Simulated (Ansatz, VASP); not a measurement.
# Sn12O23 (V_O): VASP beside Ansatz

Wanted: the spread between two codes on one cell, functional and k mesh. The cell is taken from a series of runs on this material, whose earlier steps may have relaxed, scaled, displaced or heated it; both programs get it as it stands.

Program: Ansatz 0.2.0. Level of theory: plane waves, with VASP 6.6.1 beside it; single point at HSE06. Results are calculated unless marked as measured.

## Step 1: Set-up

The cell holds 35 atoms: 12 Sn and 23 O. Cell: a = 6.743 Å, b = 6.743 Å, c = 9.636 Å, α = 90.0°, β = 90.0°, γ = 90.0°. It derives from SnO2 (SnO2 (P4_2/mnm)). Nearest the centre at fractional (0.500, 0.694, 0.500): Sn8 at 2.01 Å, Sn12 at 2.02 Å, Sn6 at 2.04 Å, O22 at 2.65 Å, O27 at 2.88 Å, O32 at 2.88 Å, O35 at 2.88 Å, O24 at 2.89 Å.

As a file:

```xyz
35
Lattice="4.7678 4.7678 0.0000 -4.7678 4.7678 0.0000 0.0000 0.0000 9.6357" Properties=species:S:1:pos:R:3 pbc="T T T"
Sn    2.3785    7.1520    1.5994
Sn    2.3756    2.3963    1.5992
Sn   -0.0110    0.0145    9.6323
Sn    0.0100    4.7569    9.6353
Sn   -2.3738    2.3755    4.8140
Sn   -2.3630    7.1342    4.8149
Sn   -4.7552    4.7576    3.2083
Sn   -0.0394    4.8028    3.2435
Sn   -2.3850    2.3903    8.0298
Sn    2.3760    2.3917    8.0316
Sn   -4.7565    4.7569    6.4217
Sn   -0.0276    4.7991    6.3940
O    -3.8365    3.8545    1.5881
O     0.9235    3.8718    1.6449
O     3.8357    5.6844    1.6203
O    -0.9426    5.6936    1.5849
O     1.4215    1.5008    9.6338
O     1.4617    6.2261    9.6299
O    -1.4384    3.2849    9.6350
O     3.2912    3.3287    9.6320
O    -3.8232    3.8540    4.8144
O     0.9597    3.8340    4.8169
O     3.8457    5.6763    4.8153
O    -3.2680    6.1878    3.2097
O     1.4339    6.2579    3.2205
O    -1.4698    3.3065    3.2150
O    -1.4054    8.0252    3.2092
O    -3.8371    3.8559    8.0406
O     0.9233    3.8659    7.9913
O    -0.9255    0.9276    8.0100
O    -0.9433    5.6864    8.0485
O    -3.2688    6.1882    6.4174
O     1.4383    6.2579    6.4112
O    -1.4725    3.3181    6.4103
O    -1.4146    8.0340    6.4246
```

## Step 2: VASP: single point, HSE06

A single point gives forces, pressure and levels at one fixed geometry, so differences don't come from the geometry; what else differs is listed under the comparison.

Lines of VASP's logs that name or quote its potential files are left out, and so is its time.

The run reads the wave functions of an earlier VASP run, which isn't shown here.

File INCAR:

```
SYSTEM = Sn12O23
PREC = Accurate
ENCUT = 520
EDIFF = 1E-06
NELM = 100
ISMEAR = 0
SIGMA = 0.01
LREAL = Auto
ALGO = Normal
LHFCALC = .TRUE.
AEXX = 0.25
GGA = PE
HFSCREEN = 0.208
LASPH = .TRUE.
NBANDS = 177
PRECFOCK = Fast
LORBIT = 11
LWAVE = .FALSE.
LCHARG = .FALSE.
ISIF = 2
ISYM = 0
```

File POSCAR:

```
Sn12O23
1.0
    4.7678119593      4.7678119593      0.0000000000
   -4.7678119593      4.7678119593      0.0000000000
    0.0000000000      0.0000000000      9.6357077492
Sn O
12 23
Direct
    0.9994685224      0.5005954520      0.1659919211
    0.5004206430      0.0021703812      0.1659674624
    0.0003640414      0.0026690175      0.9996489869
    0.4999116849      0.4978087925      0.9999531613
    0.0001728937      0.4980584726      0.4996022062
    0.5003504280      0.9959731977      0.4996895261
    0.0002486121      0.9976021113      0.3329576671
    0.4995394355      0.5077987983      0.3366168604
    0.0005594907      0.5007904153      0.8333363787
    0.4999910696      0.0016530840      0.8335195269
    0.0000456086      0.9976712213      0.6664485183
    0.5003870243      0.5061849723      0.6635766208
    0.0018920427      0.8065509069      0.1648169444
    0.5028818956      0.3091783047      0.1707066147
    0.9983696210      0.1938703395      0.1681562363
    0.4982429625      0.6959409097      0.1644790142
    0.3064616636      0.0083155698      0.9998038114
    0.8062180951      0.4996357063      0.9994019800
    0.1936487678      0.4953356788      0.9999259722
    0.6942321725      0.0039342698      0.9996177788
    0.0032276146      0.8051140726      0.4996451166
    0.5027159720      0.3014295976      0.4998965086
    0.9985710653      0.1919672683      0.4997346819
    0.3061982152      0.9916221272      0.3331015093
    0.8066399750      0.5058848567      0.3342258615
    0.1926150126      0.5008860238      0.3336546544
    0.6942226322      0.9889839489      0.3330501717
    0.0019743744      0.8067649916      0.8344569789
    0.5022390022      0.3085912041      0.8293382529
    0.0002197100      0.1943263565      0.8312834938
    0.4974108425      0.6952489104      0.8352785295
    0.3061545642      0.9917493360      0.6660002928
    0.8071004569      0.5054399922      0.6653561764
    0.1935434033      0.5023887810      0.6652675050
    0.6941828284      0.9908769751      0.6667469389
```

File KPOINTS:

```
Automatic mesh
0
Gamma
1 1 1
0.25 0.25 0.25
```

PAW data sets: Sn_d and O (PBE family, release 64).

Command:

```sh
$ export OMP_NUM_THREADS=3
$ mpirun -np 1 vasp_std
```

Numbers of over 12 decimals in the logs are rounded to 6 here.

What it wrote:

```text
[banner, memory and clock lines left out]
running    1 mpi-ranks, on    1 nodes
[...]
Offloading initialized ...    1 GPUs detected
[...]
LDA part: xc-table for (Slater+PW92), standard interpolation
|                                                                             |
|           W    W    AA    RRRRR   N    N  II  N    N   GGGG   !!!           |
|           W    W   A  A   R    R  NN   N  II  NN   N  G    G  !!!           |
|           W    W  A    A  R    R  N N  N  II  N N  N  G       !!!           |
|           W WW W  AAAAAA  RRRRR   N  N N  II  N  N N  G  GGG   !            |
|           WW  WW  A    A  R   R   N   NN  II  N   NN  G    G                |
|           W    W  A    A  R    R  N    N  II  N    N   GGGG   !!!           |
|                                                                             |
|     Your generating k-point grid is not commensurate with the symmetry      |
|     of the lattice. This can cause slow convergence with respect to         |
|     k-points for HF-type calculations.                                      |
[...]
|      ) and/or shift your grid to Gamma (G) (e.g. required for               |
|        hexagonal, fcc, and fcc-orthorhombic lattices).                      |
|      ) and/or set KBLOWUP = .FALSE.                                         |
|                                                                             |

 found WAVECAR, reading the header
 POSCAR, INCAR and KPOINTS ok, starting setup
[...]
reading WAVECAR
 the WAVECAR file was read successfully
 initial charge from wavefunction
 entering main loop
       N       E                     dE             d eps       ncg     rms          rms(c)
DAV:   1    -0.272641197625E+03   -0.27264E+03   -0.69781E+00  1712   0.103E+01    0.332E+00
DAV:   2    -0.272801897329E+03   -0.16070E+00   -0.79603E-01  1768   0.281E+00    0.284E+00
DAV:   3    -0.272777451121E+03    0.24446E-01   -0.56613E-02  2328   0.117E+00    0.186E+00
DAV:   4    -0.272772940497E+03    0.45106E-02   -0.18079E-02  2016   0.487E-01    0.114E+00
[...]
DAV:   9    -0.272770461572E+03    0.10924E-04   -0.19921E-05  1768   0.206E-02    0.849E-02
DAV:  10    -0.272770460340E+03    0.12322E-05   -0.66669E-06  1440   0.112E-02    0.509E-02
DAV:  11    -0.272770461042E+03   -0.70197E-06   -0.15576E-06   912   0.659E-03
   1 F= -.27277046E+03 E0= -.27277046E+03  d E =-.527985E-17
```

Parts of OUTCAR (step 2):

```text
  Total       -3.4146465     -2.9531217     -9.0179084      3.3560259     -0.0732420      0.0927737
  in kB      -12.4883333    -10.8004057    -32.9810553     12.2739410     -0.2678669      0.3392998
  external PRESSURE =     -18.7565981 kB  Pullay stress =       0.0000000 kB

 POSITION                                       TOTAL-FORCE (eV/Angst)
 -----------------------------------------------------------------------------------
      2.37853      7.15202      1.59945        -0.013180     -0.009353      0.051931
      2.37556      2.39626      1.59921         0.005349     -0.017448      0.045059
     -0.01099      0.01446      9.63233         0.004975     -0.002530      0.014443
      0.01003      4.75694      9.63526        -0.027648      0.039061      0.024606
     -2.37382      2.37547      4.81402        -0.032888      0.001741      0.006540
     -2.36304      7.13419      4.81486         0.000280     -0.018370      0.001189
     -4.75519      4.75756      3.20828         0.027677     -0.022767      0.008142
     -0.03938      4.80280      3.24354        -0.010335      0.062468      0.124294
     -2.38501      2.39034      8.02979        -0.022175     -0.003007     -0.055900
      2.37598      2.39174      8.03155        -0.001462     -0.021754     -0.036805
     -4.75649      4.75693      6.42170         0.032574      0.012353     -0.029021
     -0.02764      4.79915      6.39403        -0.055902      0.042436     -0.137103
     -3.83646      3.85450      1.58813        -0.027362      0.011727     -0.009215
      0.92354      3.87175      1.64488        -0.004425     -0.049938     -0.046990
[...]
-----------------------------------------------------------------------------------
    total drift:                               -0.004578      0.021403     -0.008618

  FREE ENERGIE OF THE ION-ELECTRON SYSTEM (eV)
  ---------------------------------------------------
  free  energy   TOTEN  =      -272.7704610417 eV

  energy  without entropy=     -272.7704610417  energy(sigma->0) =     -272.77046104

[... 3 further parts left out ...]
[key lines of the parts left out:]
E-fermi :   6.3413
```

The run ends at a pressure of -1.88 GPa, with forces up to 0.15 eV/Å.

(Part 1 of 2 ends here.)

[Lines on the potential files, build, host, timing and source positions are cut from VASP's logs without a mark.]

[Logs are printed without paths, hosts, clocks, repeated set-up lines and the standing remarks that a program may print on its own settings, such as how far it seeks lower states.]

[Hosts, paths, dates, database ids (printed as entryN), source tags and the programs' standing remarks are cut or masked in the printed files.]
